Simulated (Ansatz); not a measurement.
**CO2: O-17 NMR of the central transition**

Cell: a computed structure from the Materials Project (it need not be an observed phase), atoms as given.

```cif
data_CO2
_symmetry_space_group_name_H-M 'Pna2_1'
_symmetry_Int_Tables_number 33
_cell_length_a 10.9947
_cell_length_b 3.7668
_cell_length_c 5.5833
_cell_angle_alpha 90.000
_cell_angle_beta 90.000
_cell_angle_gamma 90.000
loop_
_atom_site_label
_atom_site_type_symbol
_atom_site_symmetry_multiplicity
_atom_site_Wyckoff_symbol
_atom_site_fract_x
_atom_site_fract_y
_atom_site_fract_z
C C 4 a 0.6638 0.2373 0.1023
O5 O 4 a 0.5654 0.3277 0.0486
O9 O 4 a 0.7625 0.1467 0.1571
```

One atom of each set is listed.

Computed with Ansatz: DFT, PBE, plane waves and PAW, scalar-relativistic, 420 eV cutoff, Γ-centred 2×6×4 k-points, Fermi–Dirac smearing 0.02 eV.

O-17 has I = 5/2 and Q = -25.58 mb (Pyykkö 2018); at 16.4 T its Larmor frequency is ν₀ = 94.7 MHz. Only the quadrupole interaction is simulated: positions count from each site's isotropic chemical shift, and J coupling is left out, as are shift anisotropy and dipolar coupling, which fast spinning averages.

Task: Give C_Q, η, the quadrupolar product P_Q = |C_Q|(1 + η²/3)^½, the second-order isotropic shift and the breadth of the pattern (fast magic-angle spinning) for each O site.

Result: 

```
site    first shell  C_Q (MHz)     η  P_Q (MHz)  δ_QIS (ppm)  breadth (kHz)
  O5  1 C at 1.17 Å      -4.27  0.05       4.27        -12.2           2.52
  O9  1 C at 1.18 Å      -4.69  0.02       4.69        -14.7           3.01
```

δ_QIS = −(ν_Q²/30ν₀²)[I(I+1) − 3/4](1 + η²/3) × 10⁶ ppm with ν_Q = 3|C_Q|/[2I(2I−1)]; it falls as 1/B₀² in ppm, and the breadth as 1/B₀ in kHz.

At O5 and O9 V_zz points along its bond to C (within 1°) in each case.

The largest force is 0.6 eV/Å, so the atoms aren't at the calculated equilibrium and relaxing them would move these values. A computed database structure should lie near equilibrium, so this entry is doubtful.
